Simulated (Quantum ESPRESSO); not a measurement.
# Co (P6_3/mmc) in Quantum ESPRESSO: settings compared, part 2 of 2

Quantum ESPRESSO 7.5.

## 8. Single point, PBEsol, collinear spin, ferromagnetic start, 11.07 Å³/atom

pw.in

```
&CONTROL
  calculation = 'scf'
  prefix = 'pwscf'
  outdir = './tmp'
  pseudo_dir = './pseudo'
  tprnfor = .true.
  tstress = .true.
  disk_io = 'nowf'
/
&SYSTEM
  ibrav = 0
  nat = 2
  ntyp = 1
  ecutwfc = 96
  nbnd = 28
  occupations = 'smearing'
  smearing = 'fd'
  degauss = 0.00367493
  nspin = 2
  starting_magnetization(1) = 0.1176
/
&ELECTRONS
  conv_thr = 4d-10
  electron_maxstep = 120
  mixing_beta = 0.3
/
ATOMIC_SPECIES
Co    58.9332 Co.upf
CELL_PARAMETERS angstrom
   2.5045299482    0.0000000000    0.0000000000
  -1.2522649741    2.1689865596    0.0000000000
   0.0000000000    0.0000000000    4.0740599388
ATOMIC_POSITIONS crystal
Co     0.6666666667    0.3333333333    0.7500000000
Co     0.3333333333    0.6666666667    0.2500000000
K_POINTS automatic
10 10 6 0 0 0
```

Run with:

```bash
> OMP_NUM_THREADS=1 pw.x -in pw.in > pw.out
```

Run time: 97 s. Hardware: 1 thread of Arm Neoverse V1, shared host; peak memory 0.16 GiB.

Results (log left out):

```
Free energy                                           : -8317.3025 eV
Pressure                                              : -12.9 GPa
Band gap on the k mesh                                : none (metal or under the smearing width)
Net moment                                            : 3.33 μB per cell
Absolute moment                                       : 3.64 μB per cell
Site moments                                          : Co +1.74 μB
Valence electrons inside the program's atomic spheres : Co 15.61
```

## 9. Single point, PBEsol, collinear spin, ferromagnetic start, 11.28 Å³/atom

pw.in, as its differences from that of step 8:

```diff
@@ -29,5 +29,5 @@
 CELL_PARAMETERS angstrom
-   2.5045299482    0.0000000000    0.0000000000
-  -1.2522649741    2.1689865596    0.0000000000
-   0.0000000000    0.0000000000    4.0740599388
+   2.5204827983    0.0000000000    0.0000000000
+  -1.2602413992    2.1828021331    0.0000000000
+   0.0000000000    0.0000000000    4.1000100648
 ATOMIC_POSITIONS crystal
```

Potentials or basis: PseudoDojo 0.4.1 SR PBEsol standard.

Run with:

```bash
> OMP_NUM_THREADS=1 pw.x -in pw.in > pw.out
```

Wall time 1.8 min (1 thread of Arm Neoverse V1, shared host); peak memory 0.17 GiB.

The run converged. Its results:

```
Free energy                                           : -8317.2640 eV
Pressure                                              : -16.2 GPa
Band gap on the k mesh                                : none (metal or under the smearing width)
Net moment                                            : 3.34 μB per cell
Absolute moment                                       : 3.67 μB per cell
Site moments                                          : Co +1.75 μB
Valence electrons inside the program's atomic spheres : Co 15.63
```

## 10. Equation of state, PBEsol, collinear spin, ferromagnetic start

This step only gathers the single runs of the series.

Results:

- Equilibrium volume: 10.42 Å³/atom
- Bulk modulus at fixed shape and positions: 239 GPa
- Pressure derivative of the bulk modulus: 4.0 (rough: it moves with the points fitted)

Energy against volume, from the lowest point:
```
volume (Å³/atom)  energy (meV/atom)
          10.002              13.30
          10.215               3.12
          10.427               0.00
          10.640               3.39
          10.853              12.67
          11.066              27.22
          11.279              46.48
```

Caveat: the cell was scaled at fixed shape and fractional positions, which overstates the stiffness of a crystal with free parameters, most of all of layers and chains.

## 11. Band structure, PBE, collinear spin, ferromagnetic start

pw.in

```
&CONTROL
  calculation = 'scf'
  prefix = 'pwscf'
  outdir = './tmp'
  pseudo_dir = './pseudo'
  tprnfor = .true.
  tstress = .true.
  disk_io = 'low'
/
&SYSTEM
  ibrav = 0
  A = 2.4719999
  nat = 2
  ntyp = 1
  ecutwfc = 96
  nbnd = 28
  occupations = 'smearing'
  smearing = 'fd'
  degauss = 0.00367493
  nspin = 2
  starting_magnetization(1) = 0.1176
/
&ELECTRONS
  conv_thr = 4d-10
  electron_maxstep = 120
  mixing_beta = 0.3
/
ATOMIC_SPECIES
Co    58.9332 Co.upf
CELL_PARAMETERS alat
   1.0000000013    0.0000000000    0.0000000000
  -0.5000000006    0.8660254049    0.0000000000
   0.0000000000    0.0000000000    1.6266764736
ATOMIC_POSITIONS alat
Co     0.5000000007    0.2886751349    1.2200073552
Co     0.0000000000    0.5773502700    0.4066691184
K_POINTS automatic
12 12 7 0 0 0
```

bands.in

```
&CONTROL
  calculation = 'bands'
  prefix = 'pwscf'
  outdir = './tmp'
  pseudo_dir = './pseudo'
  disk_io = 'low'
  verbosity = 'high'
/
&SYSTEM
  ibrav = 0
  A = 2.4719999
  nat = 2
  ntyp = 1
  ecutwfc = 96
  nbnd = 28
  occupations = 'smearing'
  smearing = 'fd'
  degauss = 0.00367493
  nspin = 2
  starting_magnetization(1) = 0.1176
/
&ELECTRONS
  conv_thr = 1d-08
  electron_maxstep = 120
  mixing_beta = 0.3
  diago_full_acc = .true.
/
ATOMIC_SPECIES
Co    58.9332 Co.upf
CELL_PARAMETERS alat
   1.0000000013    0.0000000000    0.0000000000
  -0.5000000006    0.8660254049    0.0000000000
   0.0000000000    0.0000000000    1.6266764736
ATOMIC_POSITIONS alat
Co     0.5000000007    0.2886751349    1.2200073552
Co     0.0000000000    0.5773502700    0.4066691184
K_POINTS crystal
60
 0.0000000000  0.0000000000  0.0000000000 1
 0.0714285714  0.0000000000  0.0000000000 1
 0.1428571429  0.0000000000  0.0000000000 1
 0.2142857143  0.0000000000  0.0000000000 1
 0.2857142857  0.0000000000  0.0000000000 1
 0.3571428571  0.0000000000  0.0000000000 1
 0.4285714286  0.0000000000  0.0000000000 1
 0.5000000000  0.0000000000  0.0000000000 1
 0.4583333333  0.0833333333  0.0000000000 1
 0.4166666667  0.1666666667  0.0000000000 1
 0.3750000000  0.2500000000  0.0000000000 1
 0.3333333333  0.3333333333  0.0000000000 1
 0.2962962963  0.2962962963  0.0000000000 1
 0.2592592593  0.2592592593  0.0000000000 1
 0.2222222222  0.2222222222  0.0000000000 1
 0.1851851852  0.1851851852  0.0000000000 1
 0.1481481481  0.1481481481  0.0000000000 1
 0.1111111111  0.1111111111  0.0000000000 1
 0.0740740741  0.0740740741  0.0000000000 1
 0.0370370370  0.0370370370  0.0000000000 1
 0.0000000000  0.0000000000  0.0000000000 1
 0.0000000000  0.0000000000  0.1250000000 1
 0.0000000000  0.0000000000  0.2500000000 1
 0.0000000000  0.0000000000  0.3750000000 1
 0.0000000000  0.0000000000  0.5000000000 1
 0.0625000000  0.0000000000  0.5000000000 1
 0.1250000000  0.0000000000  0.5000000000 1
 0.1875000000  0.0000000000  0.5000000000 1
 0.2500000000  0.0000000000  0.5000000000 1
 0.3125000000  0.0000000000  0.5000000000 1
 0.3750000000  0.0000000000  0.5000000000 1
 0.4375000000  0.0000000000  0.5000000000 1
 0.5000000000  0.0000000000  0.5000000000 1
 0.4666666667  0.0666666667  0.5000000000 1
 0.4333333333  0.1333333333  0.5000000000 1
 0.4000000000  0.2000000000  0.5000000000 1
 0.3666666667  0.2666666667  0.5000000000 1
 0.3333333333  0.3333333333  0.5000000000 1
 0.3030303030  0.3030303030  0.5000000000 1
 0.2727272727  0.2727272727  0.5000000000 1
 0.2424242424  0.2424242424  0.5000000000 1
 0.2121212121  0.2121212121  0.5000000000 1
 0.1818181818  0.1818181818  0.5000000000 1
 0.1515151515  0.1515151515  0.5000000000 1
 0.1212121212  0.1212121212  0.5000000000 1
 0.0909090909  0.0909090909  0.5000000000 1
 0.0606060606  0.0606060606  0.5000000000 1
 0.0303030303  0.0303030303  0.5000000000 1
 0.0000000000  0.0000000000  0.5000000000 1
 0.5000000000  0.0000000000  0.5000000000 1
 0.5000000000  0.0000000000  0.3750000000 1
 0.5000000000  0.0000000000  0.2500000000 1
 0.5000000000  0.0000000000  0.1250000000 1
 0.5000000000  0.0000000000  0.0000000000 1
 0.3333333333  0.3333333333  0.0000000000 1
 0.3333333333  0.3333333333  0.1000000000 1
 0.3333333333  0.3333333333  0.2000000000 1
 0.3333333333  0.3333333333  0.3000000000 1
 0.3333333333  0.3333333333  0.4000000000 1
 0.3333333333  0.3333333333  0.5000000000 1
```

Potentials or basis: PseudoDojo 0.4.1 SR PBE standard.

Run with:

```bash
> OMP_NUM_THREADS=1 pw.x -in pw.in > pw.out
> OMP_NUM_THREADS=1 pw.x -in bands.in > bands.out
```

pw.out:

```text
This program is part of the open-source Quantum ESPRESSO suite
     for quantum simulation of materials; please cite
         "P. Giannozzi et al., J. Phys.:Condens. Matter 21 395502 (2009);
         "P. Giannozzi et al., J. Phys.:Condens. Matter 29 465901 (2017);
         "P. Giannozzi et al., J. Chem. Phys. 152 154105 (2020);
     in publications or presentations arising from this work. More details at

     Message from routine setup:
     using ibrav=0 with symmetry is DISCOURAGED, use correct ibrav instead

     G-vector sticks info
     --------------------
     sticks:   dense  smooth     PW     G-vecs:    dense   smooth      PW
     Sum         583     583    169                18341    18341    3015

     Using Slab Decomposition

     bravais-lattice index     =            0
     lattice parameter (alat)  =       4.6714  a.u.
     unit-cell volume          =     143.6064 (a.u.)^3
     number of atoms/cell      =            2
     number of atomic types    =            1
     number of electrons       =        34.00
     number of Kohn-Sham states=           28
     kinetic-energy cutoff     =      96.0000  Ry
     charge density cutoff     =     384.0000  Ry
     scf convergence threshold =      4.0E-10
     mixing beta               =       0.3000
     number of iterations used =            8  plain     mixing
     Exchange-correlation= PBE
                           (   1   4   3   4   0   0   0)

     celldm(1)=   4.671403  celldm(2)=   0.000000  celldm(3)=   0.000000
     celldm(4)=   0.000000  celldm(5)=   0.000000  celldm(6)=   0.000000

     crystal axes: (cart. coord. in units of alat)
               a(1) = (   1.000000   0.000000   0.000000 )
               a(2) = (  -0.500000   0.866025   0.000000 )
               a(3) = (   0.000000   0.000000   1.626676 )

     reciprocal axes: (cart. coord. in units 2 pi/alat)
               b(1) = (  1.000000  0.577350 -0.000000 )
               b(2) = (  0.000000  1.154701  0.000000 )
               b(3) = (  0.000000 -0.000000  0.614750 )

     PseudoPot. # 1 for Co read from file:
     Co.upf
     Pseudo is Norm-conserving + core correction, Zval = 17.0
     Generated using ONCVPSP code by D. R. Hamann
     Using radial grid of 1388 points,  6 beta functions with:
                l(1) =   0
                l(2) =   0
                l(3) =   1
                l(4) =   1
                l(5) =   2
                l(6) =   2

     atomic species   valence    mass     pseudopotential
     Co               17.00    58.93320     Co( 1.00)

     Starting magnetic structure
     atomic species   magnetization
     Co              0.118

     24 Sym. Ops., with inversion, found (12 have fractional translation)

   Cartesian axes

     site n.     atom                  positions (alat units)
         1        Co     tau(   1) = (   0.5000000   0.2886751   1.2200074  )
         2        Co     tau(   2) = (   0.0000000   0.5773503   0.4066691  )

     number of k points=    76  Fermi-Dirac smearing, width (Ry)=  0.0037
                       cart. coord. in units 2pi/alat
        k(    1) = (   0.0000000   0.0000000   0.0000000), wk =   0.0009921
        k(    2) = (   0.0000000   0.0000000   0.0878215), wk =   0.0019841
        k(    3) = (   0.0000000   0.0000000   0.1756430), wk =   0.0019841
        k(    4) = (   0.0000000   0.0000000   0.2634645), wk =   0.0019841
        k(    5) = (   0.0000000   0.0962250   0.0000000), wk =   0.0059524
        k(    6) = (   0.0000000   0.0962250   0.0878215), wk =   0.0119048
[... 68 lines left out ...]
        k(   75) = (   0.3333333   0.5773503   0.1756430), wk =   0.0039683
        k(   76) = (   0.3333333   0.5773503   0.2634645), wk =   0.0039683

     Dense  grid:    18341 G-vectors     FFT dimensions: (  30,  30,  48)

     Generating pointlists ...
     new r_m :   0.4114 (alat units)  1.9220 (a.u.) for type    1

     Initial potential from superposition of free atoms

     starting charge      33.9994, renormalised to      34.0000
     Starting wfcs are   20 randomized atomic wfcs +    8 random wfcs

     Self-consistent Calculation

     iteration #  1     ecut=    96.00 Ry     beta= 0.30
     Davidson diagonalization with overlap
     ethr =  1.00E-02,  avg # of iterations =  4.4

     Threshold (ethr) on eigenvalues was too large:
     Diagonalizing with lowered threshold

     Davidson diagonalization with overlap
     ethr =  1.03E-04,  avg # of iterations =  2.2

     total energy              =    -612.13576600 Ry
     estimated scf accuracy    <       0.03570812 Ry

     total magnetization       =     3.26 Bohr mag/cell
     absolute magnetization    =     3.33 Bohr mag/cell

     iteration #  2     ecut=    96.00 Ry     beta= 0.30
     Davidson diagonalization with overlap
     ethr =  1.05E-04,  avg # of iterations =  1.0

     total energy              =    -612.14280478 Ry
     estimated scf accuracy    <       0.01225362 Ry

     total magnetization       =     3.24 Bohr mag/cell
     absolute magnetization    =     3.36 Bohr mag/cell
[... 71 lines left out ...]
     iteration # 10     ecut=    96.00 Ry     beta= 0.30
     Davidson diagonalization with overlap
     ethr =  5.12E-12,  avg # of iterations =  1.1

     total energy              =    -612.14745418 Ry
     estimated scf accuracy    <          4.8E-10 Ry

     total magnetization       =     3.25 Bohr mag/cell
     absolute magnetization    =     3.60 Bohr mag/cell

     iteration # 11     ecut=    96.00 Ry     beta= 0.30
     Davidson diagonalization with overlap
     ethr =  1.40E-12,  avg # of iterations =  1.8

     Magnetic moment per site  (integrated on atomic sphere of radius R)
     atom   1 (R=0.411)  charge= 15.5883  magn=  1.7044
     atom   2 (R=0.411)  charge= 15.5883  magn=  1.7044

     End of self-consistent calculation

     Number of k-points >= 100: set verbosity='high' to print the bands.

     the Fermi energy is    19.6563 ev

!    total energy              =    -612.14745418 Ry
     estimated scf accuracy    <          3.4E-11 Ry
     smearing contrib. (-TS)   =      -0.00112909 Ry
     internal energy E=F+TS    =    -612.14632508 Ry

     The total energy is F=E-TS. E is the sum of the following terms:
     one-electron contribution =    -247.15289966 Ry
     hartree contribution      =     148.82986803 Ry
     xc contribution           =    -112.18605257 Ry
     ewald contribution        =    -401.63724088 Ry

     total magnetization       =     3.25 Bohr mag/cell
     absolute magnetization    =     3.60 Bohr mag/cell

     convergence has been achieved in  11 iterations

     Forces acting on atoms (cartesian axes, Ry/au):

     atom    1 type  1   force =     0.00000000    0.00000000    0.00000000
     atom    2 type  1   force =    -0.00000000   -0.00000000    0.00000000

     Total force =     0.000000     Total SCF correction =     0.000000

     Computing stress (Cartesian axis) and pressure

          total   stress  (Ry/bohr**3)                   (kbar)     P=       52.52
   0.00042068  -0.00000000   0.00000000           61.88       -0.00        0.00
  -0.00000000   0.00042068   0.00000000           -0.00       61.88        0.00
   0.00000000   0.00000000   0.00022980            0.00        0.00       33.81

=------------------------------------------------------------------------------=
   JOB DONE.
=------------------------------------------------------------------------------=
```

bands.out:

```text
This program is part of the open-source Quantum ESPRESSO suite
     for quantum simulation of materials; please cite
         "P. Giannozzi et al., J. Phys.:Condens. Matter 21 395502 (2009);
         "P. Giannozzi et al., J. Phys.:Condens. Matter 29 465901 (2017);
         "P. Giannozzi et al., J. Chem. Phys. 152 154105 (2020);
     in publications or presentations arising from this work. More details at
[... 1534 lines left out ...]
    16.9723  16.9723  17.0576  17.0576  17.8489  17.8489  19.4808  19.4808
    20.7991  20.7991  26.0584  26.0584  27.7642  27.7642  29.9920  29.9920
    43.0173  43.0173  43.2452  43.2452

=------------------------------------------------------------------------------=
   JOB DONE.
=------------------------------------------------------------------------------=
```

Run time: 3 min. Hardware: 1 thread of Arm Neoverse V1, shared host; peak memory 0.2 GiB.

What came out:

```
Free energy                                           : -8328.6904 eV
Pressure                                              : 5.3 GPa
Band gap on the k mesh                                : none (metal or under the smearing width)
Net moment                                            : 3.25 μB per cell
Absolute moment                                       : 3.60 μB per cell
Site moments                                          : Co +1.70 μB
Valence electrons inside the program's atomic spheres : Co 15.59
```

Stress tensor (GPa, compression positive):
```
6.19 0.00 0.00
0.00 6.19 0.00
0.00 0.00 3.38
```

Levels at the corners of the path, in eV from the Fermi level:
Spin up:
```tsv
point	band 16	band 17	band 18	band 19	band 20	band 21
Γ	-1.99	-1.99	-0.88	-0.88	-0.23	6.38
M	-0.72	-0.65	-0.57	1.31	3.37	9.73
K	-0.99	-0.99	-0.88	4.54	5.40	5.40
Γ	-1.99	-1.99	-0.88	-0.88	-0.23	6.38
A	-2.76	-1.20	-1.20	-1.20	-1.20	14.99
L	-1.12	-0.63	-0.63	1.56	1.56	7.39
H	-1.98	-0.82	-0.82	5.78	5.78	7.39
A	-2.76	-1.20	-1.20	-1.20	-1.20	14.99
L	-1.12	-0.63	-0.63	1.56	1.56	7.39
M	-0.72	-0.65	-0.57	1.31	3.37	9.73
K	-0.99	-0.99	-0.88	4.54	5.40	5.40
H	-1.98	-0.82	-0.82	5.78	5.78	7.39
```
Spin down:
```csv
point,band 14,band 15,band 16,band 17,band 18,band 19
Γ,-0.59,-0.59,-0.37,-0.13,-0.13,1.11
M,-1.08,-0.65,1.27,1.38,1.44,2.60
K,-1.41,-0.33,0.95,0.95,1.11,5.34
Γ,-0.59,-0.59,-0.37,-0.13,-0.13,1.11
A,-1.02,-1.02,-1.02,0.77,0.77,0.77
L,-0.03,0.20,0.20,1.37,1.37,2.21
H,-1.81,-0.18,-0.18,1.14,1.14,6.40
A,-1.02,-1.02,-1.02,0.77,0.77,0.77
L,-0.03,0.20,0.20,1.37,1.37,2.21
M,-1.08,-0.65,1.27,1.38,1.44,2.60
K,-1.41,-0.33,0.95,0.95,1.11,5.34
H,-1.81,-0.18,-0.18,1.14,1.14,6.40
```

## 12. The runs side by side

```csv
task,level,potentials or basis,k mesh,cutoff (eV),gap on the mesh (eV),pressure (GPa),moment (μB)
band structure,PBE,SSSP 1.3 efficiency PBE,12 × 12 × 7,748,none,4.9,3.29
equation of state,PBEsol,PseudoDojo 0.4.1 SR PBEsol standard,10 × 10 × 6,1306,-,-,-
band structure,PBE,PseudoDojo 0.4.1 SR PBE standard,12 × 12 × 7,1306,none,5.3,3.25
```

Alike in all rows: spin collinear, ferromagnetic start; cell as given; smearing fermi-dirac 0.05 eV.

Caveats: the cell was scaled at fixed shape and fractional positions, which overstates the stiffness of a crystal with free parameters, most of all of layers and chains (some runs).

Total energies depend on the potentials used, so only differences within one code and one set of settings carry meaning.
